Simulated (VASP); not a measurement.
Crystal: HfC.

```
CELL_PARAMETERS angstrom
0.00000 2.32500 2.32500
2.32500 0.00000 2.32500
2.32500 2.32500 0.00000
ATOMIC_POSITIONS crystal
Hf 0.50000 0.50000 0.50000
C 0.00000 0.00000 0.00000
```

- Program: VASP 6.6.1
- Task: relaxation of cell and atoms
- Functional: revPBE
- Dispersion: D3
- Potentials or basis: VASP PAW PBE potentials, release 64 (Hf_pv, C)
- Cutoff: 600 eV
- k mesh: 10 × 10 × 10
- Occupations: fermi-dirac, width 0.05 eV
- Spin: no spin polarisation

At the start: pressure -5.5 GPa; volume 12.57 Å³/atom.

Q: How do energy, volume and symmetry change on relaxing?

A: Over 4 steps the energy falls by 5.0 meV/atom and the volume is 12.28 Å³/atom (-2.3 %); space group Fm-3m (No. 225, to 0.05 Å).

The path:
```csv
step,energy change (eV),largest force (eV/Å),pressure (GPa),volume (Å³)
1,0.0000,0.0000,-5.47,25.14
2,0.0210,0.0000,10.76,23.61
3,-0.0100,0.0000,-0.09,24.57
4,-0.0100,0.0000,0.06,24.56
```

Final structure:
```
Hf C
1.0
     0.00000    2.30706    2.30706
     2.30706    0.00000    2.30706
     2.30706    2.30706    0.00000
Hf C
1 1
Direct
  0.50000 0.50000 0.50000
  0.00000 0.00000 0.00000
```

Caveat: the PAW data sets were made with another functional, which shifts forces and pressure a little; pairwise dispersion overbinds metals, which lowers pressure and volume.
